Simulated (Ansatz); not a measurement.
# Ge: a frozen normal mode

Aim: for Ge, freeze in mode 4 at growing amplitude.

Computed with Ansatz 0.2.0 (DFT PBEsol, scalar-relativistic, plane waves, PAW, unless a step's input says otherwise).

1 further run of the same task is left out (it didn't finish).

## 1. The starting structure

It takes space group P6_3/mmc (No. 194, hexagonal). The conventional cell has a = 4.004 Å, b = 4.004 Å, c = 13.145 Å, α = 90.00°, β = 90.00°, γ = 120.00°. Ge (site symmetry 3m) has 4 Ge at 2.45 Å as nearest neighbours. Ge (site symmetry 3m) is surrounded by 4 Ge at 2.45 to 2.47 Å.

As a file:

```
Ge
1.0
     4.00416    0.00000    0.00000
    -2.00208    3.46771    0.00000
     0.00000    0.00000   13.14505
Ge
8
Direct
  0.00000 0.00000 0.40681
  0.00000 0.00000 0.59319
  0.00000 0.00000 0.90681
  0.00000 0.00000 0.09319
  0.33333 0.66667 0.34414
  0.66667 0.33333 0.65586
  0.66667 0.33333 0.84414
  0.33333 0.66667 0.15586
```

It goes back to an entry of the Materials Project, which need not be the stable form.

This cell was relaxed beforehand with the same method: volume 22.82 Å³/atom, gap on the mesh none (metal).

## 2. Zero of energy

Reference values: F = -34027.9190 eV; pressure 0.00 GPa; largest force 0.001 eV/Å; gap on the mesh none (metal). It was computed beforehand with the settings of the runs below.

## 3. The scan: a frozen normal mode

Mode 4 of the phonon run on this cell, counted from the lowest, is frozen in: each atom moves by x times its row below, so x is the largest displacement.

```
atom      ux      uy     uz
 Ge1  -0.707  -0.707  0.000
 Ge2  -0.707  -0.707  0.000
 Ge3   0.707   0.707  0.000
 Ge4   0.707   0.707  0.000
 Ge5  -0.663  -0.663  0.000
 Ge6  -0.663  -0.663  0.000
 Ge7   0.663   0.663  0.000
 Ge8   0.663   0.663  0.000
```

## 4. x = -0.120 Å

input.yaml reads:

```yaml
crystal:
  lattice:
    - [4.004164497, 0.0, 0.0]
    - [-2.0020822485, 3.4677081753, 0.0]
    - [0.0, 0.0, 13.145049607]
  atoms:
    - { symbol: Ge, position: [0.0334258517, 0.0244694217, 0.4068073295] }
    - { symbol: Ge, position: [0.0334258517, 0.0244694217, 0.5931926705] }
    - { symbol: Ge, position: [-0.0334258517, -0.0244694217, 0.9068073295] }
    - { symbol: Ge, position: [-0.0334258517, -0.0244694217, 0.0931926705] }
    - { symbol: Ge, position: [0.3646663761, 0.6896040459, 0.3441392333] }
    - { symbol: Ge, position: [0.6979997094, 0.3562707126, 0.6558607667] }
    - { symbol: Ge, position: [0.6353336239, 0.3103959541, 0.8441392333] }
    - { symbol: Ge, position: [0.3020002906, 0.6437292874, 0.1558607667] }
basis:
  ecutwfc: 420
kpoints:
  mp_grid: { grid: [12, 12, 4] }
hamiltonian:
  xc: pbesol
scf:
  occupations: { method: gaussian, width: 0.15 }
output:
  forces: true
  stress: true
  eigenvalues: true
```

On the command line:

```console
ansatz run input.yaml --threads 2 --pin off --max-ram 5120MiB --backend cpu --events-out ev --progress --plain --runs-dir out
```

## 5. x = 0.090 Å

input.yaml reads:

```yaml
crystal:
  lattice:
    - [4.004164497, 0.0, 0.0]
    - [-2.0020822485, 3.4677081753, 0.0]
    - [0.0, 0.0, 13.145049607]
  atoms:
    - { symbol: Ge, position: [-0.0250693888, -0.0183520663, 0.4068073295] }
    - { symbol: Ge, position: [-0.0250693888, -0.0183520663, 0.5931926705] }
    - { symbol: Ge, position: [0.0250693888, 0.0183520663, 0.9068073295] }
    - { symbol: Ge, position: [0.0250693888, 0.0183520663, 0.0931926705] }
    - { symbol: Ge, position: [0.3098335513, 0.6494636322, 0.3441392333] }
    - { symbol: Ge, position: [0.6431668846, 0.3161302989, 0.6558607667] }
    - { symbol: Ge, position: [0.6901664487, 0.3505363678, 0.8441392333] }
    - { symbol: Ge, position: [0.3568331154, 0.6838697011, 0.1558607667] }
basis:
  ecutwfc: 420
kpoints:
  mp_grid: { grid: [12, 12, 4] }
hamiltonian:
  xc: pbesol
scf:
  occupations: { method: gaussian, width: 0.15 }
output:
  forces: true
  stress: true
  eigenvalues: true
```

## 6. x = -0.060 Å

input.yaml reads:

```yaml
crystal:
  lattice:
    - [4.004164497, 0.0, 0.0]
    - [-2.0020822485, 3.4677081753, 0.0]
    - [0.0, 0.0, 13.145049607]
  atoms:
    - { symbol: Ge, position: [0.0167129258, 0.0122347109, 0.4068073295] }
    - { symbol: Ge, position: [0.0167129258, 0.0122347109, 0.5931926705] }
    - { symbol: Ge, position: [-0.0167129258, -0.0122347109, 0.9068073295] }
    - { symbol: Ge, position: [-0.0167129258, -0.0122347109, 0.0931926705] }
    - { symbol: Ge, position: [0.3489998547, 0.6781353563, 0.3441392333] }
    - { symbol: Ge, position: [0.682333188, 0.3448020229, 0.6558607667] }
    - { symbol: Ge, position: [0.6510001453, 0.3218646437, 0.8441392333] }
    - { symbol: Ge, position: [0.317666812, 0.6551979771, 0.1558607667] }
basis:
  ecutwfc: 420
kpoints:
  mp_grid: { grid: [12, 12, 4] }
hamiltonian:
  xc: pbesol
scf:
  occupations: { method: gaussian, width: 0.15 }
output:
  forces: true
  stress: true
  eigenvalues: true
```

## 7. At x = 0.030 Å

input.yaml reads:

```yaml
crystal:
  lattice:
    - [4.004164497, 0.0, 0.0]
    - [-2.0020822485, 3.4677081753, 0.0]
    - [0.0, 0.0, 13.145049607]
  atoms:
    - { symbol: Ge, position: [-0.0083564629, -0.0061173554, 0.4068073295] }
    - { symbol: Ge, position: [-0.0083564629, -0.0061173554, 0.5931926705] }
    - { symbol: Ge, position: [0.0083564629, 0.0061173554, 0.9068073295] }
    - { symbol: Ge, position: [0.0083564629, 0.0061173554, 0.0931926705] }
    - { symbol: Ge, position: [0.3255000727, 0.6609323219, 0.3441392333] }
    - { symbol: Ge, position: [0.658833406, 0.3275989885, 0.6558607667] }
    - { symbol: Ge, position: [0.6744999273, 0.3390676781, 0.8441392333] }
    - { symbol: Ge, position: [0.341166594, 0.6724010115, 0.1558607667] }
basis:
  ecutwfc: 420
kpoints:
  mp_grid: { grid: [12, 12, 4] }
hamiltonian:
  xc: pbesol
scf:
  occupations: { method: gaussian, width: 0.15 }
output:
  forces: true
  stress: true
  eigenvalues: true
```

(Steps that only read results are left out.)

**Question.** What will these runs give? Wanted: harmonic wavenumber of the mode.

As calculated:

| quantity | value |
| --- | --- |
| harmonic wavenumber of the mode | 47 cm⁻¹ |
| the same from the force at an amplitude of 0.030 Å | 47 cm⁻¹ |

What this shows: The force at the smallest amplitude gives 47 cm⁻¹ against 47 cm⁻¹ from the phonon run, so the curve is close to a parabola there. The undisturbed cell stays the lowest of the sampled points.
